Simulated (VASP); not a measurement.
# Li (Im-3m) in VASP: settings compared, part 2 of 2

VASP 6.6.1. The steps go on from the part before.

### 3 Relaxation of cell and atoms, PBE+D3(BJ)

This run uses another cell than the first one, of 21.61 Å³/atom, 1.043 times its volume.

File INCAR:

```
ALGO = Normal
EDIFF = 1E-6
EDIFFG = -0.01
ENCUT = 600
GGA = PE
IBRION = 2
ISIF = 3
ISMEAR = 1
IVDW = 12
LASPH = T
LCHARG = F
LREAL = F
LWAVE = F
NELM = 80
NSW = 90
PREC = Accurate
SIGMA = 0.1
```

File KPOINTS:

```
k-points
0
Gamma
  16 16 16
```

File POSCAR:

```
Li
1.0
   -1.7546500000      1.7546500000      1.7546500000
    1.7546500000     -1.7546500000      1.7546500000
    1.7546500000      1.7546500000     -1.7546500000
Li
1
Direct
    0.0000000000      0.0000000000      0.0000000000
```

Potentials or basis: VASP PAW PBE potentials, release 64 (Li_sv).

Run with:

```bash
$ cat potpaw_PBE.64/Li_sv/POTCAR > POTCAR
$ mpirun -np 1 vasp_std > vasp.out
```

OUTCAR:

```text
EDIFF = 1E-6
   EDIFFG = -0.01
   ENCUT = 600
   GGA = PE
   IBRION = 2
   ISIF = 3
   ISMEAR = 1
   IVDW = 12
   LASPH = T
   LREAL = F
   NELM = 80
   NSW = 90
   PREC = Accurate
 IVDW          = 12

 ion  position               nearest neighbor table
   1  0.000  0.000  0.000-

  LATTYP: Found a body centered cubic cell.
 ALAT       =     3.5093000000

  Lattice vectors:

 A1 = (  -1.7546500000,   1.7546500000,   1.7546500000)
 A2 = (   1.7546500000,  -1.7546500000,   1.7546500000)
 A3 = (   1.7546500000,   1.7546500000,  -1.7546500000)

Analysis of symmetry for initial positions (statically):
=====================================================================
 Subroutine PRICEL returns:
 Original cell was already a primitive cell.

 Routine SETGRP: Setting up the symmetry group for a
 body centered cubic supercell.

 Subroutine GETGRP returns: Found 48 space group operations
 (whereof 48 operations were pure point group operations)
 out of a pool of 48 trial point group operations.

The static configuration has the point symmetry O_h .

Analysis of symmetry for dynamics (positions and initial velocities):
=====================================================================
 Subroutine PRICEL returns:
 Original cell was already a primitive cell.

 Routine SETGRP: Setting up the symmetry group for a
 body centered cubic supercell.

 Subroutine GETGRP returns: Found 48 space group operations
 (whereof 48 operations were pure point group operations)
 out of a pool of 48 trial point group operations.

[... 140 lines left out ...]

 Free energy of the ion-electron system (eV)
  ---------------------------------------------------
  ext. energy  EPLUGINS =         0.00000000
  ---------------------------------------------------
  free energy    TOTEN  =        -1.90108172 eV

  energy without entropy =       -1.90054039  energy(sigma->0) =       -1.90090128

------------------------ aborting loop because EDIFF is reached ----------------------------------------

 Edisp (eV)   -0.15881

 E8    (eV) :    -0.0663
[... 186 lines left out ...]
--------------------------------------- Ionic step        6  -------------------------------------------

 number of electron       2.9999999 magnetization

 Free energy of the ion-electron system (eV)
  ---------------------------------------------------
  ext. energy  EPLUGINS =         0.00000000
  ---------------------------------------------------
  free energy    TOTEN  =        -1.89597742 eV

  energy without entropy =       -1.89541038  energy(sigma->0) =       -1.89578840

 E-fermi :   0.9584     XC(G=0):  -7.3316

 val. band max:        0.9558573791   @ k =   0.3750   0.0625   0.0625
 cond. band min:       0.9720946032   @ k =   0.3125   0.1875   0.0000
 fundamental gap:      0.0162372241
 Fermi energy:         0.9583911878

 k-point     1 :       0.0000    0.0000    0.0000
  band No.  band energies     occupation
      1     -45.3698      2.00000
      2      -2.7475      2.00000
      3      16.8221      0.00000
      4      16.8221      0.00000
      5      16.8222      0.00000
[... 177 lines left out ...]
 k-point    24 :       0.2500    0.1875    0.0000
  band No.  band energies     occupation
      1     -45.3432      2.00000
      2       0.1023      2.00000
      3       7.4149      0.00000
      4       9.9195      0.00000
      5      13.0696      0.00000

 [... further k-points ...]

------------------------ aborting loop because EDIFF is reached ----------------------------------------

 Edisp (eV)   -0.18972

 E8    (eV) :    -0.0788
[... 24 lines left out ...]
  FREE ENERGIE OF THE ION-ELECTRON SYSTEM (eV)
  ---------------------------------------------------
  free  energy   TOTEN  =        -2.0856969255 eV

  energy  without entropy=       -2.0851298879  energy(sigma->0) =       -2.08550791

 reached required accuracy - stopping structural energy minimisation
```

Run time: 18 s. Hardware: 1 thread of Intel Xeon Platinum 8559C (Emerald Rapids), shared host; peak memory 0.15 GiB.

What came out:

```
Free energy                            : -2.0857 eV
Relaxed volume                         : 18.06 Å³/atom
Relaxed cell                           : a = 2.863 Å, b = 2.863 Å, c = 2.863 Å, α = 109.47°, β = 109.47°, γ = 109.47°
Space group after relaxing (to 0.05 Å) : Im-3m (No. 229)
Energy gained by relaxing              : 25.8 meV/atom
Ionic steps                            : 6
Pressure after relaxing                : 0.0 GPa
Band gap on the k mesh                 : none (metal or under the smearing width)
Dispersion energy per atom             : -0.190 eV
```

Step by step:
```tsv
step	energy change (eV)	largest force (eV/Å)	pressure (GPa)	volume (Å³)
1	0.0000	0.0000	-2.05	21.61
2	-0.0100	0.0000	-1.70	20.76
3	-0.0234	0.0000	-0.75	19.07
4	-0.0109	0.0000	2.53	15.98
5	-0.0258	0.0000	-0.14	18.22
6	-0.0258	0.0000	0.03	18.06
```

Final structure:
```xyz
1
Lattice="-1.6528 1.6528 1.6528 1.6528 -1.6528 1.6528 1.6528 1.6528 -1.6528" Properties=species:S:1:pos:R:3 pbc="T T T"
Li    0.0000    0.0000    0.0000
```

Caveat: the cutoff is under 1.25 times the usual one of these potentials, so pressure, stress and relaxed cells hold a basis-set (Pulay) error; the volume moved by over 15 % at a fixed basis, so the end points are rough; the volume moved by -16 % from the deposited cell, more than functionals usually miss; pairwise dispersion overbinds metals, which lowers pressure and volume.

### 4 Relaxation of cell and atoms, PBE+D3(BJ)

This run uses another cell than the first one, of 18.06 Å³/atom, 0.872 times its volume.

INCAR: that of step 3 with these lines changed.

```diff
@@ -1,4 +1,4 @@
 ALGO = Normal
-EDIFF = 1E-6
-EDIFFG = -0.01
+EDIFF = 1E-7
+EDIFFG = -0.005
 ENCUT = 600
```

KPOINTS is that of step 3.

File POSCAR:

```
Li                                      
1.0
   -1.6528475667      1.6528475667      1.6528475667
    1.6528475667     -1.6528475667      1.6528475667
    1.6528475667      1.6528475667     -1.6528475667
  Li            
     1
Direct
     0.0000000000000000    0.0000000000000000    0.0000000000000000
```

Run with:

```bash
$ cat potpaw_PBE.64/Li_sv/POTCAR > POTCAR
$ mpirun -np 1 vasp_std > vasp.out
```

Run time: 15 s. Hardware: 1 thread of Intel Xeon Platinum 8559C (Emerald Rapids), shared host; peak memory 0.14 GiB.

The run converged. Its results:

| Item | Value |
| --- | --- |
| Free energy | -2.0813 eV |
| Relaxed volume | 18.24 Å³/atom |
| Relaxed cell | a = 2.872 Å, b = 2.872 Å, c = 2.872 Å, α = 109.47°, β = 109.47°, γ = 109.47° |
| Space group after relaxing (to 0.05 Å) | Im-3m (No. 229) |
| Energy gained by relaxing | 0.0 meV/atom |
| Ionic steps | 4 |
| Pressure after relaxing | 0.0 GPa |
| Band gap on the k mesh | none (metal or under the smearing width) |
| Dispersion energy per atom | -0.188 eV |

Final structure:
```
CELL_PARAMETERS angstrom
-1.65820 1.65820 1.65820
1.65820 -1.65820 1.65820
1.65820 1.65820 -1.65820
ATOMIC_POSITIONS crystal
Li 0.00000 0.00000 0.00000
```

Levels at points of the mesh, in eV from the Fermi level:
```csv
k point,band 1,band 2,band 3,band 4,band 5
"(0.00, 0.00, 0.00)",-46.35,-3.69,15.75,15.75,15.75
"(0.50, 0.00, 0.00)",-46.32,0.22,3.63,11.15,12.71
"(0.50, 0.50, 0.50)",-46.30,5.92,5.92,5.92,8.26
```

Caveat: the cutoff is under 1.25 times the usual one of these potentials, so pressure, stress and relaxed cells hold a basis-set (Pulay) error; pairwise dispersion overbinds metals, which lowers pressure and volume.

### 5 Relaxation of cell and atoms, PBEsol

This run uses another cell than the first one, of 21.61 Å³/atom, 1.043 times its volume.

File INCAR:

```
PREC = Accurate
ENCUT = 600
EDIFF = 1E-6
ISMEAR = 1
SIGMA = 0.1
LREAL = F
LASPH = T
NELM = 80
ALGO = Normal
ISIF = 3
LWAVE = F
LCHARG = F
GGA = PS
IBRION = 2
NSW = 90
EDIFFG = -0.01
```

File KPOINTS:

```
Automatic mesh
0
Gamma
  16 16 16
```

File POSCAR:

```
Li
1.0
   -1.7546500000      1.7546500000      1.7546500000
    1.7546500000     -1.7546500000      1.7546500000
    1.7546500000      1.7546500000     -1.7546500000
Li
1
Direct
    0.0000000000      0.0000000000      0.0000000000
```

Run with:

```bash
$ cat potpaw_PBE.64/Li_sv/POTCAR > POTCAR
$ mpirun -np 1 vasp_std > vasp.out
```

It took 27 s on 1 thread of AMD EPYC 7R13 (Zen 3), shared host; peak memory 0.11 GiB.

It converged, with:

| Quantity | Value |
| --- | --- |
| Free energy | -1.9678 eV |
| Relaxed volume | 19.99 Å³/atom |
| Relaxed cell | a = 2.961 Å, b = 2.961 Å, c = 2.961 Å, α = 109.47°, β = 109.47°, γ = 109.47° |
| Space group after relaxing (to 0.05 Å) | Im-3m (No. 229) |
| Energy gained by relaxing | 4.8 meV/atom |
| Ionic steps | 4 |
| Pressure after relaxing | 0.0 GPa |
| Band gap on the k mesh | none (metal or under the smearing width) |

Step by step:
```
step  energy change (eV)  largest force (eV/Å)  pressure (GPa)  volume (Å³)
   1              0.0000                0.0000           -0.91        21.61
   2             -0.0019                0.0000           -0.72        21.23
   3             -0.0047                0.0000           -0.19        20.30
   4             -0.0048                0.0000            0.01        19.99
```

Final structure:
```
Li
1.0
    -1.70971    1.70971    1.70971
     1.70971   -1.70971    1.70971
     1.70971    1.70971   -1.70971
Li
1
Cartesian
  3.4194 0.0000 0.0000
```

Levels at points of the mesh, in eV from the Fermi level:
| k point | band 1 | band 2 | band 3 | band 4 | band 5 |
| --- | --- | --- | --- | --- | --- |
| (0.00, 0.00, 0.00) | -45.88 | -3.57 | 14.78 | 14.78 | 14.78 |
| (0.50, 0.00, 0.00) | -45.85 | 0.25 | 3.32 | 10.48 | 11.97 |
| (0.50, 0.50, 0.50) | -45.84 | 5.58 | 5.58 | 5.58 | 7.83 |

Caveat: the cutoff is under 1.25 times the usual one of these potentials, so pressure, stress and relaxed cells hold a basis-set (Pulay) error; the PAW data sets were made with another functional, which shifts forces and pressure a little.

### 6 Overview

```tsv
level	gap on the mesh (eV)	pressure (GPa)	relaxed volume (Å³/atom)
r2SCAN	none	0.0	-
PBE+D3(BJ)	none	0.0	18.24
PBEsol	none	0.0	19.99
```

Alike in all rows: task relaxation of cell and atoms; potentials or basis VASP PAW PBE potentials, release 64 (Li_sv); no spin polarisation; cell relaxed; k mesh 16 × 16 × 16; cutoff (eV) 600; smearing methfessel-paxton 0.1 eV.

Caveats: the cutoff is under 1.25 times the usual one of these potentials, so pressure, stress and relaxed cells hold a basis-set (Pulay) error; the PAW data sets were made with another functional, which shifts forces and pressure a little (some runs); the relaxation stopped at its first step, so nothing moved (some runs); pairwise dispersion overbinds metals, which lowers pressure and volume (some runs).

Absolute energies hang on the potentials; compare differences alone.
